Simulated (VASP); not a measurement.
# Bi (Pm-3m) in VASP: a series of runs

Runs on Bi. Level: RPBE. Tasks: single point, relaxation of cell and atoms.

Everything below comes from runs of VASP 6.6.1. Logs are shortened: lines on timing, memory, paths and dates and some standing lists are left out, and cuts for length are marked.

## 1. The crystal as given

The structure is cubic, space group Pm-3m (No. 221). Conventional cell: a = 3.309 Å, b = 3.309 Å, c = 3.309 Å, α = 90.00°, β = 90.00°, γ = 90.00°. Bi (site symmetry m-3m) is surrounded by 6 Bi at 3.31 Å.

This isn't the form of Bi at room conditions, which is rhombohedral.

## 2. Single point, RPBE

Input file INCAR:

```
SYSTEM = Bi
PREC = Accurate
ENCUT = 520
EDIFF = 1E-6
ISMEAR = -1
SIGMA = 0.1
LREAL = .False.
LASPH = .True.
NELM = 60
ALGO = Normal
ISIF = 2
LWAVE = .False.
LCHARG = .True.
GGA = RP
LELF = .True.
LVHAR = .True.
NBANDS = 14
```

Input file KPOINTS:

```
Automatic mesh
0
Gamma
  16 16 16
  0 0 0
```

Input file POSCAR:

```
Bi
1.0
    3.3087903349      0.0000000000      0.0000000000
    0.0000000000      3.3087903349      0.0000000000
    0.0000000000      0.0000000000      3.3087903349
Bi
1
Direct
    0.0000000000      0.0000000000      0.0000000000
```

Potentials or basis: VASP PAW PBE potentials, release 64 (Bi_d).

The run is started by

```bash
$ cat potpaw_PBE.64/Bi_d/POTCAR > POTCAR
$ mpirun -np 1 vasp_std > vasp.out
```

OUTCAR:

```text
SYSTEM = Bi
   PREC = Accurate
   ENCUT = 520
   EDIFF = 1E-6
   ISMEAR = -1
   LREAL = .False.
   LASPH = .True.
   NELM = 60
   ISIF = 2
   GGA = RP

 ion  position               nearest neighbor table
   1  0.000  0.000  0.000-

  LATTYP: Found a simple cubic cell.
 ALAT       =     3.3087903349

  Lattice vectors:

 A1 = (   3.3087903349,   0.0000000000,   0.0000000000)
 A2 = (   0.0000000000,   3.3087903349,   0.0000000000)
 A3 = (   0.0000000000,   0.0000000000,   3.3087903349)

Analysis of symmetry for initial positions (statically):
=====================================================================
 Subroutine PRICEL returns:
 Original cell was already a primitive cell.

 Routine SETGRP: Setting up the symmetry group for a
 simple cubic supercell.

 Subroutine GETGRP returns: Found 48 space group operations
 (whereof 48 operations were pure point group operations)
 out of a pool of 48 trial point group operations.

The static configuration has the point symmetry O_h .

Analysis of symmetry for dynamics (positions and initial velocities):
=====================================================================
 Subroutine PRICEL returns:
 Original cell was already a primitive cell.

 Routine SETGRP: Setting up the symmetry group for a
 simple cubic supercell.

 Subroutine GETGRP returns: Found 48 space group operations
 (whereof 48 operations were pure point group operations)
 out of a pool of 48 trial point group operations.

The dynamic configuration has the point symmetry O_h .

 Subroutine INISYM returns: Found 48 space group operations
 (whereof 48 operations are pure point group operations),
 and found     1 'primitive' translations

----------------------------------------------------------------------------------------

                                     Primitive cell

  volume of cell :      36.2249

  direct lattice vectors                    reciprocal lattice vectors
     3.308790335  0.000000000  0.000000000     0.302225254  0.000000000  0.000000000
     0.000000000  3.308790335  0.000000000     0.000000000  0.302225254  0.000000000
     0.000000000  0.000000000  3.308790335     0.000000000  0.000000000  0.302225254

  length of vectors
     3.308790335  3.308790335  3.308790335     0.302225254  0.302225254  0.302225254

  position of ions in fractional coordinates (direct lattice)
     0.000000000  0.000000000  0.000000000

  ion indices of the primitive-cell ions
   primitive index   ion index
                 1           1

----------------------------------------------------------------------------------------

 KPOINTS: Automatic mesh

Automatic generation of k-mesh.
 Grid dimensions read from file:
 generate k-points for:   16   16   16

 Generating k-lattice:

  Cartesian coordinates                     Fractional coordinates (reciprocal lattice)
     0.018889078  0.000000000  0.000000000     0.062500000  0.000000000  0.000000000
     0.000000000  0.018889078  0.000000000     0.000000000  0.062500000  0.000000000
     0.000000000  0.000000000  0.018889078     0.000000000  0.000000000  0.062500000

  Length of vectors
     0.018889078  0.018889078  0.018889078

  Shift w.r.t. Gamma in fractional coordinates (k-lattice)
     0.000000000  0.000000000  0.000000000

 Subroutine IBZKPT returns following result:
 ===========================================

 Found    165 irreducible k-points:

 Following reciprocal coordinates:
            Coordinates               Weight
  0.000000  0.000000  0.000000      1.000000
  0.062500  0.000000  0.000000      6.000000
  0.125000  0.000000  0.000000      6.000000
  0.187500  0.000000  0.000000      6.000000
  0.250000  0.000000  0.000000      6.000000
  0.312500  0.000000  0.000000      6.000000
[... 16 lines left out ...]
  0.437500  0.125000  0.000000     24.000000
  0.500000  0.125000  0.000000     12.000000
 [... further k-points ...]
   k-points           NKPTS =    165   k-points in BZ     NKDIM =    165   number of bands    NBANDS=     14
   number of dos      NEDOS =    301   number of ions     NIONS =      1
   total plane-waves  NPLWV =  21952
   dimension x,y,z NGX =    28 NGY =   28 NGZ =   28
   dimension x,y,z NGXF=    56 NGYF=   56 NGZF=   56
   ions per type =               1
   NGX,Y,Z   is equivalent  to a cutoff of  14.07, 14.07, 14.07 a.u.
   NGXF,Y,Z  is equivalent  to a cutoff of  28.14, 28.14, 28.14 a.u.
 SYSTEM =  Bi
   PREC   = accura    normal or accurate (medium, high low for compatibility)
   ISTART =      0    job   : 0-new  1-cont  2-samecut
   ICHARG =      2    charge: 1-file 2-atom 10-const
   ISPIN  =      1    spin polarized calculation?
   LNONCOLLINEAR =      F non collinear calculations
   LSORBIT =      F    spin-orbit coupling
   LASPH  =      T    aspherical Exc in radial PAW
   ENCUT  =  520.0 eV  38.22 Ry    6.18 a.u.   6.15  6.15  6.15*2*pi/ulx,y,z
   NELM   =     60;   NELMIN=  2; NELMDL= -5     # of ELM steps
[... 65 lines left out ...]
      8       9.1275      0.00000
      9       9.1275      0.00000
     10      12.1827      0.00000
     11      13.7525      0.00000
     12      13.7525      0.00000
     13      22.7860      0.00000
     14      22.7860      0.00000

 k-point     2 :       0.0625    0.0000    0.0000
  band No.  band energies     occupation
      1     -16.8451      2.00000
      2     -16.8369      2.00000
      3     -16.5817      2.00000
      4     -16.5817      2.00000
      5     -16.5788      2.00000
      6      -6.6266      2.00000
      7       8.4495      0.00000
      8       9.1781      0.00000
      9       9.1781      0.00000
     10      12.4734      0.00000
     11      13.7908      0.00000
     12      14.2745      0.00000
     13      22.3986      0.00000
     14      22.6647      0.00000

 k-point     3 :       0.1250    0.0000    0.0000
  band No.  band energies     occupation
      1     -16.8440      2.00000
      2     -16.8121      2.00000
      3     -16.5892      2.00000
      4     -16.5892      2.00000
      5     -16.5782      2.00000
      6      -6.4926      2.00000
      7       7.1352      0.00006
      8       9.3265      0.00000
      9       9.3265      0.00000
     10      12.7934      0.00000
     11      13.9058      0.00000
     12      15.6739      0.00000
     13      21.5274      0.00000
     14      22.1448      0.00000

 k-point     4 :       0.1875    0.0000    0.0000
  band No.  band energies     occupation
      1     -16.8422      2.00000
      2     -16.7749      2.00000
      3     -16.6005      2.00000
      4     -16.6005      2.00000
      5     -16.5773      2.00000
      6      -6.2755      2.00000
      7       5.7396      1.93934
      8       9.5615      0.00000
      9       9.5615      0.00000
     10      13.0748      0.00000
     11      14.0984      0.00000
     12      17.4617      0.00000
     13      20.5313      0.00000
     14      21.1147      0.00000

 k-point     5 :       0.2500    0.0000    0.0000
  band No.  band energies     occupation
      1     -16.8401      2.00000
      2     -16.7311      2.00000
      3     -16.6136      2.00000
      4     -16.6136      2.00000
      5     -16.5763      2.00000
      6      -5.9883      2.00000
      7       4.4217      2.00000
      8       9.8630      0.00000
      9       9.8630      0.00000
     10      13.4077      0.00000
     11      14.3693      0.00000
[... 276 lines left out ...]
 k-point    22 :       0.3750    0.1250    0.0000
  band No.  band energies     occupation
      1     -16.8124      2.00000
      2     -16.6505      2.00000
      3     -16.6374      2.00000
      4     -16.6369      2.00000
      5     -16.5843      2.00000
      6      -5.1470      2.00000
      7       2.5081      2.00000
      8       8.5917      0.00000
      9      10.7230      0.00000
     10      14.4560      0.00000
     11      15.0896      0.00000
     12      17.5883      0.00000
     13      17.7795      0.00000
     14      18.7993      0.00000

 k-point    23 :       0.4375    0.1250    0.0000
  band No.  band energies     occupation
      1     -16.8111      2.00000
      2     -16.6582      2.00000
      3     -16.6443      2.00000
      4     -16.6125      2.00000
      5     -16.5837      2.00000
      6      -4.8884      2.00000
      7       1.8782      2.00000
      8       8.8690      0.00000
      9      10.9620      0.00000
     10      14.0871      0.00000
     11      15.5106      0.00000
     12      16.9362      0.00000
     13      17.9257      0.00000
     14      18.3067      0.00000

 k-point    24 :       0.5000    0.1250    0.0000
  band No.  band energies     occupation
      1     -16.8106      2.00000
      2     -16.6609      2.00000
      3     -16.6469      2.00000
      4     -16.6037      2.00000
      5     -16.5834      2.00000
      6      -4.7881      2.00000
      7       1.6533      2.00000
      8       8.9775      0.00000
      9      11.0518      0.00000
     10      13.9148      0.00000
     11      15.9983      0.00000
     12      16.3361      0.00000
     13      18.0955      0.00000
     14      18.1320      0.00000

 [... further k-points ...]

------------------------ aborting loop because EDIFF is reached ----------------------------------------

  FORCE on cell =-STRESS in cart. coord.  units (eV):
  Direction    XX          YY          ZZ          XY          YZ          ZX
  --------------------------------------------------------------------------------------
  -------------------------------------------------------------------------------------
  Total       -0.0140855     -0.0140855     -0.0140855     -0.0000000     -0.0000000      0.0000000
  in kB       -0.6229814     -0.6229814     -0.6229814     -0.0000000     -0.0000000      0.0000000
  external PRESSURE =      -0.6229814 kB  Pullay stress =       0.0000000 kB

 VOLUME and BASIS-vectors are now :
 -----------------------------------------------------------------------------
  energy-cutoff  :      520.00
  volume of cell :       36.22
      direct lattice vectors                 reciprocal lattice vectors
     3.308790335  0.000000000  0.000000000     0.302225254  0.000000000  0.000000000
     0.000000000  3.308790335  0.000000000     0.000000000  0.302225254  0.000000000
     0.000000000  0.000000000  3.308790335     0.000000000  0.000000000  0.302225254

 POSITION                                       TOTAL-FORCE (eV/Angst)
 -----------------------------------------------------------------------------------
      0.00000      0.00000      0.00000         0.000000      0.000000      0.000000
 -----------------------------------------------------------------------------------
    total drift:                               -0.000000      0.000000     -0.000000

  FREE ENERGIE OF THE ION-ELECTRON SYSTEM (eV)
  ---------------------------------------------------
  free  energy   TOTEN  =        -3.4689299263 eV

  energy  without entropy=       -3.4471130120  energy(sigma->0) =       -3.45802147
```

It took 28 s on 1 thread of Intel Xeon 6975P-C (Granite Rapids), shared host; peak memory 0.21 GiB.

What came out:

* Free energy: -3.4689 eV
* Pressure: -0.1 GPa
* Band gap on the k mesh: none (metal or under the smearing width)

Caveat: the PAW data sets were made with another functional, which shifts forces and pressure a little; spin-orbit coupling is left out, which moves the levels of the heavy elements.

## 3. Single point, RPBE

This run uses another cell than the first one, of 33.33 Å³/atom, 0.920 times its volume.

Input file INCAR:

```
PREC     = Accurate       # precision mode
ENCUT    = 520            # plane-wave cutoff, eV
EDIFF    = 1E-6           # SCF threshold, eV
ISMEAR   = -1             # smearing method
SIGMA    = 0.1            # smearing width, eV
LREAL    = F              # projectors in reciprocal space
LASPH    = T              # aspherical terms in the spheres
NELM     = 80             # most SCF steps
ALGO     = Fast           # electronic algorithm
ISIF     = 2              # what is computed and relaxed
LWAVE    = F              # write WAVECAR
LCHARG   = F              # write CHGCAR
GGA      = RP             # functional
NBANDS   = 14             # bands
```

Input file KPOINTS:

```
Automatic mesh
0
Gamma
  11 11 11
```

Input file POSCAR:

```
Bi
1.0
    3.2180925081      0.0000000000      0.0000000000
    0.0000000000      3.2180925081      0.0000000000
    0.0000000000      0.0000000000      3.2180925081
Bi
1
Direct
    0.0000000000      0.0000000000      0.0000000000
```

Potentials or basis: VASP PAW PBE potentials, release 64 (Bi_d).

The run is started by

```bash
$ cat potpaw_PBE.64/Bi_d/POTCAR > POTCAR
$ mpirun -np 1 vasp_std > vasp.out
```

Wall time 6.4 s (1 thread of Intel Xeon 6975P-C (Granite Rapids), shared host); peak memory 0.15 GiB.

It converged, with:

| Quantity | Value |
| --- | --- |
| Free energy | -3.4285 eV |
| Pressure | 4.3 GPa |
| Band gap on the k mesh | none (metal or under the smearing width) |

Levels at points of the mesh, in eV from the Fermi level:
```tsv
k point	band 5	band 6	band 7	band 8	band 9	band 10
(0.00, 0.00, 0.00)	-22.67	-13.27	3.27	3.27	3.27	6.56
```

Caveat: the PAW data sets were made with another functional, which shifts forces and pressure a little; spin-orbit coupling is left out, which moves the levels of the heavy elements.

## 4. Single point, RPBE

Input file INCAR:

```
SYSTEM = Bi
PREC     = Accurate       ! precision mode
ENCUT    = 520            ! plane-wave cutoff, eV
EDIFF    = 1E-7           ! SCF threshold, eV
ISMEAR   = -1             ! smearing method
SIGMA    = 0.1            ! smearing width, eV
LREAL    = .False.        ! projectors in reciprocal space
LASPH    = .True.         ! aspherical terms in the spheres
NELM     = 80             ! most SCF steps
ALGO     = Fast           ! electronic algorithm
ISIF     = 2              ! what is computed and relaxed
LWAVE    = .False.        ! write WAVECAR
LCHARG   = .False.        ! write CHGCAR
GGA      = RP             ! functional
NBANDS   = 14             ! bands
```

Input file KPOINTS:

```
Automatic mesh
0
Gamma
  10 10 10
  0 0 0
```

Input file POSCAR:

```
Bi
1.0
    3.3087903349      0.0000000000      0.0000000000
    0.0000000000      3.3087903349      0.0000000000
    0.0000000000      0.0000000000      3.3087903349
Bi
1
Direct
    0.0000000000      0.0000000000      0.0000000000
```

The run is started by

```bash
$ cat potpaw_PBE.64/Bi_d/POTCAR > POTCAR
$ mpirun -np 1 vasp_std > vasp.out
```

Wall time 16 s (1 thread of Intel Xeon 6975P-C (Granite Rapids), shared host); peak memory 0.16 GiB.

It converged, with:

```yaml
Free_energy: -3.4730 eV
Pressure: -0.1 GPa
Band_gap_on_the_k_mesh: none (metal or under the smearing width)
```

Levels at points of the mesh, in eV from the Fermi level:
```
           k point  band 4  band 5  band 6  band 7  band 8  band 9  band 10  band 11
(0.00, 0.00, 0.00)  -22.64  -22.64  -12.73    3.07    3.07    3.07     6.12     7.70
(0.50, 0.00, 0.00)  -22.67  -22.63  -11.02   -4.59    4.79    4.79     9.55     9.65
(0.50, 0.50, 0.00)  -22.70  -22.53   -9.33   -2.86   -2.86    2.92     6.55    11.87
(0.50, 0.50, 0.50)  -22.53  -22.53   -7.63   -1.23   -1.23   -1.23     5.43     5.43
```

Caveat: the PAW data sets were made with another functional, which shifts forces and pressure a little; spin-orbit coupling is left out, which moves the levels of the heavy elements.

## 5. Relaxation of cell and atoms, RPBE

This run uses another cell than the first one, of 34.40 Å³/atom, 0.950 times its volume.

Input file INCAR:

```
SYSTEM = Bi
  PREC = Accurate
  ENCUT = 600
  EDIFF = 1E-6
  ISMEAR = -1
  SIGMA = 0.1
  LREAL = .FALSE.
  LASPH = .TRUE.
  NELM = 100
  ALGO = Fast
  ISIF = 3
  LWAVE = .FALSE.
  LCHARG = .FALSE.
  GGA = RP
  IBRION = 2
  NSW = 80
  EDIFFG = -0.01
```

Input file KPOINTS:

```
Automatic mesh
0
G
  10 10 10
  0 0 0
```

Input file POSCAR:

```
Bi
1.0
    3.2521762864      0.0000000000      0.0000000000
    0.0000000000      3.2521762864      0.0000000000
    0.0000000000      0.0000000000      3.2521762864
Bi
1
Direct
    0.0000000000      0.0000000000      0.0000000000
```

The run is started by

```bash
$ cat potpaw_PBE.64/Bi_d/POTCAR > POTCAR
$ mpirun -np 1 vasp_std > vasp.out
```

It took 29 s on 1 thread of Intel Xeon 6975P-C (Granite Rapids), shared host; peak memory 0.17 GiB.

The run converged. Its results:

```yaml
Free_energy: -3.4726 eV
Relaxed_volume: 36.19 Å³/atom
Relaxed_cell: a = 3.308 Å, b = 3.308 Å, c = 3.308 Å, α = 90.00°, β = 90.00°, γ = 90.00°
Space_group_after_relaxing_to_0.05_Å: Pm-3m (No. 221)
Energy_gained_by_relaxing: 12.8 meV/atom
Ionic_steps: 3
Pressure_after_relaxing: 0.0 GPa
Band_gap_on_the_k_mesh: none (metal or under the smearing width)
```

The path:
| step | energy change (eV) | largest force (eV/Å) | pressure (GPa) | volume (Å³) |
| --- | --- | --- | --- | --- |
| 1 | 0.0000 | 0.0000 | 2.42 | 34.40 |
| 2 | -0.0103 | 0.0000 | -0.89 | 37.05 |
| 3 | -0.0128 | 0.0000 | -0.01 | 36.19 |

Final structure:
```xyz
1
Lattice="3.3077 0.0000 0.0000 0.0000 3.3077 0.0000 0.0000 0.0000 3.3077" Properties=species:S:1:pos:R:3 pbc="T T T"
Bi    0.0000    0.0000    0.0000
```

Levels at points of the mesh, in eV from the Fermi level:
```tsv
k point	band 3	band 4	band 5	band 6	band 7	band 8	band 9	band 10	band 11
(0.00, 0.00, 0.00)	-22.63	-22.63	-22.63	-12.73	3.07	3.07	3.07	6.13	7.70
(0.50, 0.00, 0.00)	-22.70	-22.67	-22.63	-11.02	-4.60	4.79	4.79	9.56	9.65
(0.50, 0.50, 0.00)	-22.70	-22.70	-22.53	-9.33	-2.86	-2.86	2.92	6.56	11.87
(0.50, 0.50, 0.50)	-22.78	-22.52	-22.52	-7.62	-1.23	-1.23	-1.23	5.43	5.43
```

Caveat: the PAW data sets were made with another functional, which shifts forces and pressure a little; spin-orbit coupling is left out, which moves the levels of the heavy elements.

## 6. Overview

| task | cell | k mesh | cutoff (eV) | gap on the mesh (eV) | pressure (GPa) |
| --- | --- | --- | --- | --- | --- |
| single point | Pm-3m, 36.22 Å³/atom | 16 × 16 × 16 | 520 | none | -0.1 |
| single point | Pm-3m, 33.33 Å³/atom | 11 × 11 × 11 | 520 | none | 4.3 |
| single point | Pm-3m, 36.22 Å³/atom | 10 × 10 × 10 | 520 | none | -0.1 |
| relaxation of cell and atoms | relaxed | 10 × 10 × 10 | 600 | none | 0.0 |

Alike in all rows: level RPBE; potentials or basis VASP PAW PBE potentials, release 64 (Bi_d); no spin polarisation; smearing fermi-dirac 0.1 eV.

Every run on the cell as given and a fine mesh finds a metal.

Caveats: the PAW data sets were made with another functional, which shifts forces and pressure a little; spin-orbit coupling is left out, which moves the levels of the heavy elements.

Total energies depend on the potentials used, so only differences within one code and one set of settings carry meaning.
